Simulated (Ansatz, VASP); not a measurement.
**One calculation of Ge, two programs**

```
Ge
1.0
     2.53324    0.00000    0.00000
     0.00000    2.53324    0.00000
     0.00000    0.00000    2.53324
Ge
1
Direct
  0.00000 0.00000 0.00000
```

Change from the starting cell: volume scaled by 0.88, PAW files.

Alike in both runs: task single point; functional LDA; k mesh 15 × 15 × 15; occupations fermi-dirac, width 0.08 eV; no spin polarisation.

|  | VASP | Ansatz |
| --- | --- | --- |
| version | VASP 6.6.1 | Ansatz 0.2.0 |
| potentials or method | VASP PAW LDA potentials, release 64 (Ge_d) | PAW with Ansatz's default frozen-core files, scalar-relativistic |
| plane-wave cutoff (eV) | 520 | 420 |
| valence electrons in the cell | 14 | 14 |

Ansatz gave:

| Property | Result |
| --- | --- |
| pressure (GPa) | 14.1 |

**Question.** What did VASP give for the same quantities?

**Answer.** Pressure (GPa): 14.4.
